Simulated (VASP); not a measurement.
# CsSnBr3 (Pm-3m) in VASP: equation of state

Aim: energy against volume of CsSnBr3 in PBEsol, for its equilibrium volume and stiffness.

All numbers are computed with VASP 6.6.1; they aren't measurements. Logs are shortened: lines on timing, memory, paths and dates and some standing lists are left out, and cuts for length are marked.

**1. The crystal as given**

It takes space group Pm-3m (No. 221, cubic). Conventional cell: a = 5.839 Å, b = 5.839 Å, c = 5.839 Å, α = 90.00°, β = 90.00°, γ = 90.00°. Cs (site symmetry m-3m) has 12 Br at 4.13 Å as nearest neighbours. Sn (site symmetry m-3m) is surrounded by 6 Br at 2.92 Å. Around Br (site symmetry 4/mmm) lie 2 Sn at 2.92 Å.

The cell is a database's computed one.

**2. Equation of state, PBEsol, 37.43 Å³/atom (volume scaled by 0.94)**

Input file INCAR:

```
PREC = Accurate
ENCUT = 520
EDIFF = 1E-7
ISMEAR = -1
SIGMA = 0.05
LREAL = False
LASPH = True
NELM = 60
ALGO = Normal
ISIF = 2
LWAVE = False
LCHARG = False
GGA = PS
NBANDS = 30
KPAR = 2
```

Input file KPOINTS:

```
regular mesh
0
Gamma
  5 5 5
```

Input file POSCAR:

```
CsSnBr3
1.0
    5.7198087843      0.0000000000      0.0000000000
    0.0000000000      5.7198087843      0.0000000000
    0.0000000000      0.0000000000      5.7198087843
Cs Sn Br
1 1 3
Direct
    0.0000000000      0.0000000000      0.0000000000
    0.5000000000      0.5000000000      0.5000000000
    0.0000000000      0.5000000000      0.5000000000
    0.5000000000      0.5000000000      0.0000000000
    0.5000000000      0.0000000000      0.5000000000
```

Potentials or basis: VASP PAW PBE potentials, release 64 (Cs_sv, Sn_d, Br).

Launch:

```
cat potpaw_PBE.64/Cs_sv/POTCAR potpaw_PBE.64/Sn_d/POTCAR potpaw_PBE.64/Br/POTCAR > POTCAR
mpirun -np 2 vasp_std > vasp.out
```

OUTCAR:

```text
PREC = Accurate
   ENCUT = 520
   EDIFF = 1E-7
   ISMEAR = -1
   LREAL = False
   LASPH = True
   NELM = 60
   ISIF = 2
   GGA = PS

 Found     10 irreducible k-points:

 Following reciprocal coordinates:
            Coordinates               Weight
  0.000000  0.000000  0.000000      1.000000
  0.200000  0.000000  0.000000      6.000000
  0.400000  0.000000  0.000000      6.000000
  0.200000  0.200000  0.000000     12.000000
  0.400000  0.200000  0.000000     24.000000
  0.400000  0.400000  0.000000     12.000000
   k-points           NKPTS =     10   k-points in BZ     NKDIM =     10   number of bands    NBANDS=     30
   number of dos      NEDOS =    301   number of ions     NIONS =      5
   total plane-waves  NPLWV = 110592
   dimension x,y,z NGX =    48 NGY =   48 NGZ =   48
   dimension x,y,z NGXF=    96 NGYF=   96 NGZF=   96
   ions per type =               1   1   3
   NGX,Y,Z   is equivalent  to a cutoff of  13.95, 13.95, 13.95 a.u.
   NGXF,Y,Z  is equivalent  to a cutoff of  27.90, 27.90, 27.90 a.u.
 SYSTEM =  unknown system
   PREC   = accura    normal or accurate (medium, high low for compatibility)
   ISTART =      0    job   : 0-new  1-cont  2-samecut
   ICHARG =      2    charge: 1-file 2-atom 10-const
   ISPIN  =      1    spin polarized calculation?
   LNONCOLLINEAR =      F non collinear calculations
   LSORBIT =      F    spin-orbit coupling
   LASPH  =      T    aspherical Exc in radial PAW
   ENCUT  =  520.0 eV  38.22 Ry    6.18 a.u.  10.64 10.64 10.64*2*pi/ulx,y,z
   NELM   =     60;   NELMIN=  2; NELMDL= -5     # of ELM steps
   EDIFF  = 0.1E-06   stopping-criterion for ELM
   LREAL  =      F    real-space projection
   EDIFFG = 0.1E-05   stopping-criterion for IOM
   NSW    =      0    number of steps for IOM
   IBRION =     -1    ionic relax: 0-MD 1-quasi-New 2-CG
   NFREE  =      0    steps in history (QN), initial steepest desc. (CG)
   ISIF   =      2    stress and relaxation
   ISYM   =      2    0-nonsym 1-usesym 2-fastsym
   POTIM  = 0.5000    time-step for ionic-motion
   TEBEG  =    0.0;   TEEND  =   0.0 temperature during run
   PSTRESS=    0.0 pullay stress
   NELECT =      44.0000    total number of electrons
   NUPDOWN=      -1.0000    fix difference up-down
   EMIN   =  10.00;   EMAX   =-10.00  energy-range for DOS
   EFERMI =   0.00;   METHOD = LEGACY
   ISMEAR =    -1;   SIGMA  =   0.05  broadening in eV -4-tet -1-fermi 0-gaus
   EFERMI_NEDOS =   21; number of points for ismear=-14 and -15
   IALGO  =     38    algorithm
   IMIX   =      4    mixing-type and parameters
     AMIX     =   0.40;   BMIX     =  1.00
     AMIX_MAG =   1.60;   BMIX_MAG =  1.00
  volume/ion in A,a.u.               =      37.43       252.56
  Fermi-wavevector in a.u.,A,eV,Ry     =   1.010441  1.909456 13.891421  1.020991
  Thomas-Fermi vector in A             =   2.143430
   LORBIT       =      0    0 simple, 1 ext, 2 COOP (PROOUT), +10 PAW based schemes
   GGA     = PS    functional components
   LHFCALC =     F    Hartree Fock is set to
   AEXX    =    0.0000 exact exchange contribution
   IVDW    =     0    specifies the selected vdW correction
   LEPSILON=     F    determine dielectric tensor
   LRPA    =     F    only Hartree local field effects (RPA)
 non-spin polarized calculation
  energy-cutoff  :      520.00
  volume of cell :      187.13
 maximum number of plane-waves:      5057
 NGX is ok and might be reduce to    48
   NGX = 21   NGY = 21   NGZ = 21

 number of electron      43.9999999 magnetization

 Free energy of the ion-electron system (eV)
  ---------------------------------------------------
  ext. energy  EPLUGINS =         0.00000000
  ---------------------------------------------------
  free energy    TOTEN  =       -16.83702570 eV

  energy without entropy =      -16.83702569  energy(sigma->0) =      -16.83702570

 E-fermi :   2.5967     XC(G=0):  -8.1095

 val. band max:        1.7511694830   @ k =   0.4000   0.4000   0.4000
 cond. band min:       3.4771598091   @ k =   0.4000   0.4000   0.4000
 fundamental gap:      1.7259903261
 Fermi energy:         2.5967305089

 k-point     1 :       0.0000    0.0000    0.0000
  band No.  band energies     occupation
      1     -19.7216      2.00000
      2     -19.4794      2.00000
      3     -19.4794      2.00000
      4     -19.4354      2.00000
      5     -19.4354      2.00000
      6     -19.4354      2.00000
[... 22 lines left out ...]
     29       7.8225      0.00000
     30       7.8225      0.00000

 k-point     2 :       0.2000    0.0000    0.0000
  band No.  band energies     occupation
      1     -19.7210      2.00000
      2     -19.4794      2.00000
      3     -19.4762      2.00000
      4     -19.4355      2.00000
      5     -19.4355      2.00000
      6     -19.4354      2.00000
[... 22 lines left out ...]
     29       6.5391      0.00000
     30       7.7225      0.00000

 k-point     3 :       0.4000    0.0000    0.0000
  band No.  band energies     occupation
      1     -19.7199      2.00000
      2     -19.4794      2.00000
      3     -19.4710      2.00000
      4     -19.4357      2.00000
      5     -19.4357      2.00000
      6     -19.4354      2.00000
[... 22 lines left out ...]
     29       7.0342      0.00000
     30       7.7057      0.00000

 k-point     4 :       0.2000    0.2000    0.0000
  band No.  band energies     occupation
      1     -19.7204      2.00000
      2     -19.4778      2.00000
      3     -19.4746      2.00000
      4     -19.4356      2.00000
      5     -19.4355      2.00000
      6     -19.4355      2.00000
[... 22 lines left out ...]
     29       6.7142      0.00000
     30       7.2986      0.00000

 k-point     5 :       0.4000    0.2000    0.0000
  band No.  band energies     occupation
      1     -19.7194      2.00000
      2     -19.4773      2.00000
      3     -19.4699      2.00000
      4     -19.4357      2.00000
      5     -19.4357      2.00000
      6     -19.4355      2.00000
[... 22 lines left out ...]
     29       7.1546      0.00000
     30       7.6453      0.00000

 k-point     6 :       0.4000    0.4000    0.0000
  band No.  band energies     occupation
      1     -19.7186      2.00000
      2     -19.4752      2.00000
      3     -19.4667      2.00000
      4     -19.4359      2.00000
      5     -19.4357      2.00000
      6     -19.4357      2.00000
[... 22 lines left out ...]
     29       7.5632      0.00000
     30       7.6413      0.00000

 [... further k-points ...]

------------------------ aborting loop because EDIFF is reached ----------------------------------------

  FORCE on cell =-STRESS in cart. coord.  units (eV):
  Direction    XX          YY          ZZ          XY          YZ          ZX
  --------------------------------------------------------------------------------------
  -------------------------------------------------------------------------------------
  Total        0.4744507      0.4744507      0.4744507      0.0000000      0.0000000      0.0000000
  in kB        4.0621609      4.0621609      4.0621609      0.0000000      0.0000000      0.0000000
  external PRESSURE =       4.0621609 kB  Pullay stress =       0.0000000 kB

 VOLUME and BASIS-vectors are now :
 -----------------------------------------------------------------------------
  energy-cutoff  :      520.00
  volume of cell :      187.13
      direct lattice vectors                 reciprocal lattice vectors
     5.719808784  0.000000000  0.000000000     0.174831019  0.000000000  0.000000000
     0.000000000  5.719808784  0.000000000     0.000000000  0.174831019  0.000000000
     0.000000000  0.000000000  5.719808784     0.000000000  0.000000000  0.174831019

 POSITION                                       TOTAL-FORCE (eV/Angst)
 -----------------------------------------------------------------------------------
      0.00000      0.00000      0.00000         0.000000      0.000000      0.000000
      2.85990      2.85990      2.85990         0.000000      0.000000      0.000000
      0.00000      2.85990      2.85990         0.000000      0.000000      0.000000
      2.85990      2.85990      0.00000         0.000000      0.000000      0.000000
      2.85990      0.00000      2.85990         0.000000      0.000000      0.000000
 -----------------------------------------------------------------------------------
    total drift:                                0.000000     -0.000000     -0.000000

  FREE ENERGIE OF THE ION-ELECTRON SYSTEM (eV)
  ---------------------------------------------------
  free  energy   TOTEN  =       -16.8370257043 eV

  energy  without entropy=      -16.8370256938  energy(sigma->0) =      -16.83702570
```

Run time: 30 s. Hardware: 2 MPI ranks of Intel Xeon Platinum 8259CL at 2.50GHz (Skylake/Cascade Lake), shared host; peak memory 0.34 GiB.

Results:

| Property | Result |
| --- | --- |
| Free energy | -16.8370 eV |
| Pressure | 0.4 GPa |
| Band gap on the k mesh | 1.73 eV, direct |

Caveat: the PAW data sets were made with another functional, which shifts forces and pressure a little; spin-orbit coupling is left out, which moves the levels of the heavy elements; an odd mesh through Γ misses points on the zone boundary, where band edges often lie.

**3. Equation of state, PBEsol, 38.22 Å³/atom (volume scaled by 0.96)**

INCAR is that of step 2.

KPOINTS is that of step 2.

Changes to POSCAR since step 2:

```diff
@@ -2,5 +2,5 @@
 1.0
-    5.7198087843      0.0000000000      0.0000000000
-    0.0000000000      5.7198087843      0.0000000000
-    0.0000000000      0.0000000000      5.7198087843
+    5.7600904550      0.0000000000      0.0000000000
+    0.0000000000      5.7600904550      0.0000000000
+    0.0000000000      0.0000000000      5.7600904550
 Cs Sn Br
```

Potentials or basis: VASP PAW PBE potentials, release 64 (Cs_sv, Sn_d, Br).

Launch:

```
cat potpaw_PBE.64/Cs_sv/POTCAR potpaw_PBE.64/Sn_d/POTCAR potpaw_PBE.64/Br/POTCAR > POTCAR
mpirun -np 2 vasp_std > vasp.out
```

Wall time 31 s (2 MPI ranks of Intel Xeon Platinum 8259CL at 2.50GHz (Skylake/Cascade Lake), shared host); peak memory 0.33 GiB.

Results (log left out):

```yaml
Free_energy: -16.8416 eV
Pressure: -0.1 GPa
Band_gap_on_the_k_mesh: 1.76 eV, direct
```

Caveat: the PAW data sets were made with another functional, which shifts forces and pressure a little; spin-orbit coupling is left out, which moves the levels of the heavy elements; an odd mesh through Γ misses points on the zone boundary, where band edges often lie.

**4. Equation of state, PBEsol, 39.02 Å³/atom (volume scaled by 0.98)**

INCAR is that of step 3.

KPOINTS is that of step 3.

Changes to POSCAR since step 3:

```diff
@@ -2,5 +2,5 @@
 1.0
-    5.7600904550      0.0000000000      0.0000000000
-    0.0000000000      5.7600904550      0.0000000000
-    0.0000000000      0.0000000000      5.7600904550
+    5.7998164721      0.0000000000      0.0000000000
+    0.0000000000      5.7998164721      0.0000000000
+    0.0000000000      0.0000000000      5.7998164721
 Cs Sn Br
```

Launch:

```
cat potpaw_PBE.64/Cs_sv/POTCAR potpaw_PBE.64/Sn_d/POTCAR potpaw_PBE.64/Br/POTCAR > POTCAR
mpirun -np 2 vasp_std > vasp.out
```

It took 30 s on 2 MPI ranks of Intel Xeon Platinum 8259CL at 2.50GHz (Skylake/Cascade Lake), shared host; peak memory 0.33 GiB.

It converged, with:

- Free energy: -16.8348 eV
- Pressure: -0.5 GPa
- Band gap on the k mesh: 1.80 eV, direct

Caveat: the PAW data sets were made with another functional, which shifts forces and pressure a little; spin-orbit coupling is left out, which moves the levels of the heavy elements; an odd mesh through Γ misses points on the zone boundary, where band edges often lie.

**5. Equation of state, PBEsol, 40.61 Å³/atom (volume scaled by 1.02)**

INCAR is that of step 4.

KPOINTS is that of step 4.

Changes to POSCAR since step 4:

```diff
@@ -2,5 +2,5 @@
 1.0
-    5.7998164721      0.0000000000      0.0000000000
-    0.0000000000      5.7998164721      0.0000000000
-    0.0000000000      0.0000000000      5.7998164721
+    5.8776756483      0.0000000000      0.0000000000
+    0.0000000000      5.8776756483      0.0000000000
+    0.0000000000      0.0000000000      5.8776756483
 Cs Sn Br
```

Launch:

```
cat potpaw_PBE.64/Cs_sv/POTCAR potpaw_PBE.64/Sn_d/POTCAR potpaw_PBE.64/Br/POTCAR > POTCAR
mpirun -np 2 vasp_std > vasp.out
```

It took 36 s on 2 MPI ranks of Intel Xeon Platinum 8259CL at 2.50GHz (Skylake/Cascade Lake), shared host; peak memory 0.34 GiB.

It converged, with:

* Free energy: -16.7918 eV
* Pressure: -1.2 GPa
* Band gap on the k mesh: 1.86 eV, direct

Caveat: the PAW data sets were made with another functional, which shifts forces and pressure a little; spin-orbit coupling is left out, which moves the levels of the heavy elements; an odd mesh through Γ misses points on the zone boundary, where band edges often lie.

**6. Equation of state, PBEsol, 41.41 Å³/atom (volume scaled by 1.04)**

INCAR is that of step 5.

KPOINTS is that of step 5.

Changes to POSCAR since step 5:

```diff
@@ -2,5 +2,5 @@
 1.0
-    5.8776756483      0.0000000000      0.0000000000
-    0.0000000000      5.8776756483      0.0000000000
-    0.0000000000      0.0000000000      5.8776756483
+    5.9158434427      0.0000000000      0.0000000000
+    0.0000000000      5.9158434427      0.0000000000
+    0.0000000000      0.0000000000      5.9158434427
 Cs Sn Br
```

Potentials or basis: VASP PAW PBE potentials, release 64 (Cs_sv, Sn_d, Br).

Launch:

```
cat potpaw_PBE.64/Cs_sv/POTCAR potpaw_PBE.64/Sn_d/POTCAR potpaw_PBE.64/Br/POTCAR > POTCAR
mpirun -np 2 vasp_std > vasp.out
```

Run time: 32 s. Hardware: 2 MPI ranks of Intel Xeon Platinum 8259CL at 2.50GHz (Skylake/Cascade Lake), shared host; peak memory 0.33 GiB.

It converged, with:

* Free energy: -16.7577 eV
* Pressure: -1.5 GPa
* Band gap on the k mesh: 1.90 eV, direct

Caveat: the PAW data sets were made with another functional, which shifts forces and pressure a little; spin-orbit coupling is left out, which moves the levels of the heavy elements; an odd mesh through Γ misses points on the zone boundary, where band edges often lie.

**7. Equation of state, PBEsol, 42.20 Å³/atom (volume scaled by 1.06)**

INCAR is that of step 6.

KPOINTS is that of step 6.

Changes to POSCAR since step 6:

```diff
@@ -2,5 +2,5 @@
 1.0
-    5.9158434427      0.0000000000      0.0000000000
-    0.0000000000      5.9158434427      0.0000000000
-    0.0000000000      0.0000000000      5.9158434427
+    5.9535249902      0.0000000000      0.0000000000
+    0.0000000000      5.9535249902      0.0000000000
+    0.0000000000      0.0000000000      5.9535249902
 Cs Sn Br
```

Launch:

```
cat potpaw_PBE.64/Cs_sv/POTCAR potpaw_PBE.64/Sn_d/POTCAR potpaw_PBE.64/Br/POTCAR > POTCAR
mpirun -np 2 vasp_std > vasp.out
```

Run time: 32 s. Hardware: 2 MPI ranks of Intel Xeon Platinum 8259CL at 2.50GHz (Skylake/Cascade Lake), shared host; peak memory 0.34 GiB.

Results (log left out):

```
Free energy            : -16.7166 eV
Pressure               : -1.8 GPa
Band gap on the k mesh : 1.93 eV, direct
```

Caveat: the PAW data sets were made with another functional, which shifts forces and pressure a little; spin-orbit coupling is left out, which moves the levels of the heavy elements; an odd mesh through Γ misses points on the zone boundary, where band edges often lie.

**8. Equation of state, PBEsol**

Potentials or basis: VASP PAW PBE potentials, release 64 (Cs_sv, Sn_d, Br).

This step only gathers the single runs of the series.

Results:

- Equilibrium volume: 38.13 Å³/atom
- Bulk modulus: 22 GPa
- Pressure derivative of the bulk modulus: 4.7

Energy against volume, from the lowest point:
```
volume (Å³/atom)  energy (meV/atom)
          37.426               0.92
          38.222               0.00
          39.019               1.37
          39.815               4.76
          40.611               9.97
          41.408              16.78
          42.204              25.00
```

Caveat: the PAW data sets were made with another functional, which shifts forces and pressure a little. The run has no spin-orbit coupling, so splittings on Cs are missing.
